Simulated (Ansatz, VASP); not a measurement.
**Two plane-wave programs on TaAs3**

```
Ta As
1.0
    -2.19260    2.19260   10.10264
     2.19260   -2.19260   10.10264
     2.19260    2.19260  -10.10264
Ta As
2 6
Direct
  0.75000 0.25000 0.50000
  0.00000 0.00000 0.00000
  0.37500 0.62500 0.75000
  0.87500 0.62500 0.25000
  0.37500 0.12500 0.75000
  0.37500 0.62500 0.25000
  0.50000 0.50000 0.00000
  0.25000 0.75000 0.50000
```

Alike in both runs: functional PBE; k mesh 4 × 4 × 4; occupations gaussian, width 0.2 eV; no spin polarisation.

Ansatz relaxed the structure, and its values are those at the end. VASP's run is a single point on that final structure, the one shown.

```csv
,VASP,Ansatz
version,VASP 6.6.1,Ansatz 0.2.0
potentials or method,"VASP PAW PBE potentials, release 64 (Ta_pv, As)","scalar-relativistic, plane waves, PAW"
plane-wave cutoff (eV),520,420
valence electrons in the cell,52,116
```

Ansatz gave:

- gap on the k mesh at the Fermi level (eV): none
- pressure (GPa): -0.1

Q: Which values does VASP return?

A: gap on the k mesh at the Fermi level (eV): none; pressure (GPa): 0.3.

A gap of «none» marks a metal or a gap that the smearing closes. The two sets of potentials don't hold the same shells in valence.

Caveats: the k mesh is coarse (spacing up to 0.51 Å⁻¹), so the values aren't converged. Spin-orbit coupling is left out, which matters for the levels of Ta.
